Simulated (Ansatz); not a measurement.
# Au: field gradients at two levels of theory

Cell: an entry of the Crystallography Open Database (COD), whose atoms a relaxation with PBE at fixed cell left in place.

```yaml
crystal:
  lattice:
    - [2.90000, 0.00000, 0.00000]
    - [-1.45000, 2.51147, 0.00000]
    - [0.00000, 0.00000, 4.88000]
  atoms:
    - { symbol: Au, position: [0.33333, 0.66667, 0.75000] }
    - { symbol: Au, position: [0.66667, 0.33333, 0.25000] }
```

Sites (sets of like atoms) are named by element and the number of their first atom in this list.

First run. Level of theory: DFT, PBE, plane waves and PAW, scalar-relativistic, 420 eV cutoff, Γ-centred 18×18×10 k-points, Fermi–Dirac smearing 0.05 eV (Ansatz 0.2.0).

```json
{"site": "Au", "atom": "1", "V_zz (10²¹ V/m²)": "1.14", "η": "0.00"}
```

Second run. The same atoms and settings, except that the functional is r2SCAN and the cutoff is 500 eV.

Q: What does the second run give?

A: 

```
site  atom  V_zz     η  change of V_zz
  Au     1  1.21  0.00           +0.07
```

The largest change of V_zz is on Au, from 1.14 to 1.21.

With no gap above 0.1 eV, as in a metal, the gradients converge slowly in k; expect changes of a tenth or more on a denser mesh. Spin–orbit coupling is left out, which shifts gradients on Au by a few per cent in wide-gap crystals, and can shift them far more where the calculated gap is small or absent, as here.
For the second run: With these PAW files V_zz is typically within 2 to 3 % of all-electron values, but misses above 10 % occur on Au.
